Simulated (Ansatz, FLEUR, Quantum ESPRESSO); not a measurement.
**One calculation of Pb, 11 ways**

```
Pb
1.0
     0.00000    2.47502    2.47502
     2.47502    0.00000    2.47502
     2.47502    2.47502    0.00000
Pb
1
Cartesian
  0.0000 0.0000 0.0000
```

Alike in all runs: task equation of state; functional PBE; k mesh 9 × 9 × 9; occupations fermi-dirac, width 0.05 eV; no spin polarisation; no spin-orbit coupling.

```csv
program and potentials,plane-wave cutoff (eV),notes,equilibrium volume (Å³/atom),bulk modulus (GPa)
"Ansatz, Ansatz PAW (files of its older set among them)",580,-,31.90,39.6
"Ansatz, PseudoDojo stringent",1197,-,31.87,39.7
"Ansatz, PseudoDojo standard",850,-,31.79,39.8
"Ansatz, Ansatz PAW",420,-,31.87,39.8
"Ansatz, Ansatz NC",850,-,31.91,39.6
"Ansatz, SPMS NC",381,-,31.87,39.7
"Ansatz, Ansatz PAW accurate",700,-,31.90,39.6
"Ansatz, SSSP precision PAW",612,-,31.90,39.8
"Quantum ESPRESSO, GBRV 1.5 PBE",612,-,?,?
"FLEUR, all-electron, FLAPW",-,-,31.88,40.7
"Quantum ESPRESSO, PseudoDojo 0.4 SR PBE stringent",1225,-,31.89,39.5
```

Estimate from the other rows what the run with Quantum ESPRESSO, GBRV 1.5 PBE gave.

Equilibrium volume 31.80 Å³/atom; bulk modulus 39.8 GPa. The other rows, which needn't bracket it: equilibrium volume 31.79 to 31.91; bulk modulus 39.5 to 40.7.
